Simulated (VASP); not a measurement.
# BN (Qingsongite) (F-43m) in VASP: notebook, part 2 of 2

VASP 6.6.1. The steps go on from the part before.

### 4 Relaxation of the atoms, PBEsol (a relaxed cell with its volume scaled by 0.98)

File INCAR:

```
SYSTEM = BN
  PREC = Accurate
  ENCUT = 600
  EDIFF = 1E-7
  ISMEAR = 0
  SIGMA = 0.03
  LREAL = .False.
  LASPH = .True.
  NELM = 80
  ALGO = Fast
  ISIF = 2
  LWAVE = .False.
  LCHARG = .False.
  GGA = PS
  IBRION = 2
  NSW = 40
  EDIFFG = -0.01
```

File KPOINTS:

```
Automatic mesh
0
Gamma
  14 14 14
  0 0 0
```

File POSCAR:

```
BN                                      
1.0
    0.0000000000      1.7912177157      1.7912177157
    1.7912177157      0.0000000000      1.7912177157
    1.7912177157      1.7912177157      0.0000000000
  B               N             
     1     1
Direct
     0.0000000000000000    0.0000000000000000    0.0000000000000000
     0.2500000000000000    0.2500000000000000    0.2500000000000000
```

Potentials or basis: VASP PAW PBE potentials, release 64 (B, N).

Run with:

```bash
> cat potpaw_PBE.64/B/POTCAR potpaw_PBE.64/N/POTCAR > POTCAR
> mpirun -np 1 vasp_std > vasp.out
```

OUTCAR:

```text
SYSTEM = BN
   PREC = Accurate
   ENCUT = 600
   EDIFF = 1E-7
   ISMEAR = 0
   LREAL = .False.
   LASPH = .True.
   NELM = 80
   ISIF = 2
   GGA = PS
   IBRION = 2
   NSW = 40
   EDIFFG = -0.01

 ion  position               nearest neighbor table
   1  0.000  0.000  0.000-   2 1.55   2 1.55   2 1.55   2 1.55
   2  0.250  0.250  0.250-   1 1.55   1 1.55   1 1.55   1 1.55

  LATTYP: Found a face centered cubic cell.
 ALAT       =     3.5824354314

  Lattice vectors:

 A1 = (   0.0000000000,   1.7912177157,   1.7912177157)
 A2 = (   1.7912177157,   0.0000000000,   1.7912177157)
 A3 = (   1.7912177157,   1.7912177157,   0.0000000000)

Analysis of symmetry for initial positions (statically):
=====================================================================
 Subroutine PRICEL returns:
 Original cell was already a primitive cell.

 Routine SETGRP: Setting up the symmetry group for a
 face centered cubic supercell.

 Subroutine GETGRP returns: Found 24 space group operations
 (whereof 24 operations were pure point group operations)
 out of a pool of 48 trial point group operations.

The static configuration has the point symmetry T_d .

Analysis of symmetry for dynamics (positions and initial velocities):
=====================================================================
 Subroutine PRICEL returns:
 Original cell was already a primitive cell.

 Routine SETGRP: Setting up the symmetry group for a
 face centered cubic supercell.

 Subroutine GETGRP returns: Found 24 space group operations
 (whereof 24 operations were pure point group operations)
 out of a pool of 48 trial point group operations.

The dynamic configuration has the point symmetry T_d .

 Subroutine INISYM returns: Found 24 space group operations
 (whereof 24 operations are pure point group operations),
[... 119 lines left out ...]
  Thomas-Fermi vector in A             =   2.568387
   LORBIT       =      0    0 simple, 1 ext, 2 COOP (PROOUT), +10 PAW based schemes
   GGA     = PS    functional components
   LHFCALC =     F    Hartree Fock is set to
   AEXX    =    0.0000 exact exchange contribution
   IVDW    =     0    specifies the selected vdW correction
   LEPSILON=     F    determine dielectric tensor
   LRPA    =     F    only Hartree local field effects (RPA)
 conjugate gradient relaxation of ions
 non-spin polarized calculation
 RMM-DIIS sequential band-by-band and
 Gauss-broadening in eV      SIGMA  =   0.03
  energy-cutoff  :      600.00
  volume of cell :       11.49
 maximum number of plane-waves:       393
   NGX = 11   NGY = 11   NGZ = 11

 number of electron       7.9999998 magnetization

 Free energy of the ion-electron system (eV)
  ---------------------------------------------------
  ext. energy  EPLUGINS =         0.00000000
  ---------------------------------------------------
  free energy    TOTEN  =       -18.34407878 eV

  energy without entropy =      -18.34407878  energy(sigma->0) =      -18.34407878

 E-fermi :   7.8654     XC(G=0): -13.1493

 val. band max:        7.7008115876   @ k =   0.0000   0.0000   0.0000
 cond. band min:      12.0052431035   @ k =   0.5000   0.5000   0.0000
 fundamental gap:      4.3044315159
 Fermi energy:         7.8654438444

 k-point     1 :       0.0000    0.0000    0.0000
  band No.  band energies     occupation
      1     -12.8652      2.00000
      2       7.7008      2.00000
      3       7.7008      2.00000
      4       7.7008      2.00000
      5      16.5896      0.00000
      6      16.5896      0.00000
      7      16.5896      0.00000
      8      18.4106      0.00000
[... 243 lines left out ...]
 k-point    24 :       0.2857    0.1429    0.0000
  band No.  band energies     occupation
      1     -11.0477      2.00000
      2       2.5423      2.00000
      3       5.2664      2.00000
      4       5.7981      2.00000
      5      15.9861      0.00000
      6      19.6154      0.00000
      7      20.0237      0.00000
      8      20.6989      0.00000

 [... further k-points ...]

------------------------ aborting loop because EDIFF is reached ----------------------------------------

  FORCE on cell =-STRESS in cart. coord.  units (eV):
  Direction    XX          YY          ZZ          XY          YZ          ZX
  --------------------------------------------------------------------------------------
  -------------------------------------------------------------------------------------
  Total        0.5841189      0.5841189      0.5841189      0.0000000     -0.0000000     -0.0000000
  in kB       81.4210526     81.4210526     81.4210526      0.0000000     -0.0000000     -0.0000000
  external PRESSURE =      81.4210526 kB  Pullay stress =       0.0000000 kB

 VOLUME and BASIS-vectors are now :
 -----------------------------------------------------------------------------
  energy-cutoff  :      600.00
  volume of cell :       11.49
      direct lattice vectors                 reciprocal lattice vectors
     0.000000000  1.791217716  1.791217716    -0.279139714  0.279139714  0.279139714
     1.791217716  0.000000000  1.791217716     0.279139714 -0.279139714  0.279139714
     1.791217716  1.791217716  0.000000000     0.279139714  0.279139714 -0.279139714

 POSITION                                       TOTAL-FORCE (eV/Angst)
 -----------------------------------------------------------------------------------
      0.00000      0.00000      0.00000        -0.000000     -0.000000     -0.000000
      0.89561      0.89561      0.89561         0.000000      0.000000      0.000000
 -----------------------------------------------------------------------------------
    total drift:                                0.000000      0.000000      0.000000

  FREE ENERGIE OF THE ION-ELECTRON SYSTEM (eV)
  ---------------------------------------------------
  free  energy   TOTEN  =       -18.3440787771 eV

  energy  without entropy=      -18.3440787771  energy(sigma->0) =      -18.34407878

 reached required accuracy - stopping structural energy minimisation
```

OSZICAR:

```text
N       E                     dE             d eps       ncg     rms          rms(c)
DAV:   1     0.103472036648E+02    0.10347E+02   -0.56254E+03  1760   0.112E+03
DAV:   2    -0.190899876931E+02   -0.29437E+02   -0.28935E+02  2200   0.202E+02
DAV:   3    -0.193333135908E+02   -0.24333E+00   -0.24333E+00  2024   0.208E+01
DAV:   4    -0.193335667253E+02   -0.25313E-03   -0.25313E-03  2312   0.574E-01
DAV:   5    -0.193335668126E+02   -0.87290E-07   -0.87290E-07  1880   0.705E-03    0.669E+00
RMM:   6    -0.184517233149E+02    0.88184E+00   -0.99941E-01  1664   0.955E+00    0.336E+00
RMM:   7    -0.183642096864E+02    0.87514E-01   -0.21005E-01  1664   0.482E+00    0.183E+00
RMM:   8    -0.183446933022E+02    0.19516E-01   -0.22354E-02  1664   0.149E+00    0.234E-01
RMM:   9    -0.183441972116E+02    0.49609E-03   -0.40101E-03  1664   0.680E-01    0.932E-02
RMM:  10    -0.183440849811E+02    0.11223E-03   -0.30810E-04  1664   0.311E-01    0.236E-02
RMM:  11    -0.183440809114E+02    0.40697E-05   -0.54239E-05  1664   0.757E-02    0.138E-02
RMM:  12    -0.183440789914E+02    0.19200E-05   -0.41345E-06  1664   0.315E-02    0.495E-03
RMM:  13    -0.183440787255E+02    0.26595E-06   -0.11563E-06  1655   0.101E-02    0.129E-03
RMM:  14    -0.183440787771E+02   -0.51606E-07   -0.74087E-08  1237   0.366E-03
   1 F= -.18344079E+02 E0= -.18344079E+02  d E =-.183441E+02
```

It took 15 s on 1 thread of Intel Xeon Platinum 8259CL at 2.50GHz (Skylake/Cascade Lake), shared host; peak memory 0.12 GiB.

What came out:

- Free energy: -18.3441 eV
- Pressure after relaxing: 8.1 GPa
- Band gap on the k mesh: 4.30 eV, indirect (least direct gap 8.89 eV)

Final structure:
```xyz
2
Lattice="0.0000 1.7912 1.7912 1.7912 0.0000 1.7912 1.7912 1.7912 0.0000" Properties=species:S:1:pos:R:3 pbc="T T T"
B     0.0000    0.0000    0.0000
N     0.8956    0.8956    0.8956
```

Levels at points of the mesh, in eV from the valence-band top:
```csv
k point,band 1,band 2,band 3,band 4,band 5,band 6,band 7,band 8
"(0.00, 0.00, 0.00)",-20.57,0.00,0.00,0.00,8.89,8.89,8.89,10.71
"(0.50, 0.00, 0.00)",-16.17,-11.03,-2.00,-2.00,10.45,10.77,10.77,15.35
"(0.50, 0.50, 0.00)",-14.75,-9.15,-5.08,-5.08,4.30,9.24,18.29,18.29
```

Caveat: the relaxation stopped at its first step, so nothing moved; the PAW data sets were made with another functional, which shifts forces and pressure a little.

### 5 The runs side by side

```tsv
cell	gap on the mesh (eV)	pressure (GPa)
atoms relaxed from: a relaxed cell with its volume scaled by 0.94	4.35	26.9
atoms relaxed from: a relaxed cell with its volume scaled by 0.96	4.32	17.1
atoms relaxed from: a relaxed cell with its volume scaled by 0.98	4.30	8.1
```

Alike in all rows: task relaxation of the atoms; level PBEsol; potentials or basis VASP PAW PBE potentials, release 64 (B, N); no spin polarisation; k mesh 14 × 14 × 14; cutoff (eV) 600; smearing gaussian 0.03 eV.

Caveats: the relaxation stopped at its first step, so nothing moved; the PAW data sets were made with another functional, which shifts forces and pressure a little.

Total energies depend on the potentials used, so only differences within one code and one set of settings carry meaning.
